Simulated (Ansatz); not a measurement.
# A series in volume per atom on Ge

Results calculated with Ansatz 0.2.0 development build, not measured. Equation of state of a cubic crystal from periodic Kohn-Sham density functional theory without spin; pressure corrected for the finite basis.

Cell of the first row (space group Pm-3m, No. 221):
```
cell vectors (Å)
   2.6745     0.0000     0.0000
   0.0000     2.6745     0.0000
   0.0000     0.0000     2.6745
atoms (fractions of the cell vectors)
Ge  0.00000  0.00000  0.00000
```

Settings of every row: formula Ge; structure type simple cubic; functional PBE; spin treatment none; k mesh 40x40x40; occupation method fermi-dirac; occupation width 0.061225619 eV; wave cutoff 420 eV; datasets soft-1 PAW; density cutoff ratio 4.

Limits: a cubic model structure, not a phase known at ambient conditions.

```
row  volume per atom (Å³)  pressure (GPa)  energy above lowest point (meV/atom)
  1                 19.13           3.035                                  7.27
  2                19.528           1.434                                  1.75
  3                19.927               ?                                     ?
  4                20.325          -1.272                                  1.61
  5                20.724          -2.411                                  6.22
  6                21.122          -3.428                                 13.51
```

Question: what pressure should row 3 give?

Worked fit of pressure. Take u = (V_r/V)^(2/3) − 1 with V_r = 20.325 Å³ an atom, which is twice the finite (Eulerian) strain; such expansions in the strain, on which the Birch-Murnaghan equation of state is built, carry the rest volume and the bulk modulus. The shown rows have u = 0.04122, 0.02703, 0, -0.01288, -0.02532. Least squares give pressure = −1.2728 + 92.412 × u + 291.97 × u² GPa; a straight line predicts inner rows, each left out in turn, worse (root mean square 0.14 against 0.0056 GPa). The rows lie off it by 0.002, -0.004, 0.001, 0.004, -0.003. The pressure vanishes at u = 0.0132, or V = 19.93 Å³ an atom, and there the bulk modulus at fixed shape and fractions is B = −V dP/dV = (2/3)(1 + u) dP/du = 67.6 GPa. The withheld row has u = 0.01327, so the fit gives −1.2728 + 92.412 × (0.01327) + 291.97 × (0.01327)² = 0.005 GPa.

The calculation gave 0.004 GPa. The fit lies 0.001 GPa (0.015 % of the column's range) above it, one unit of the last digit.

The other values of row 3: energy above lowest point 0 meV/atom.
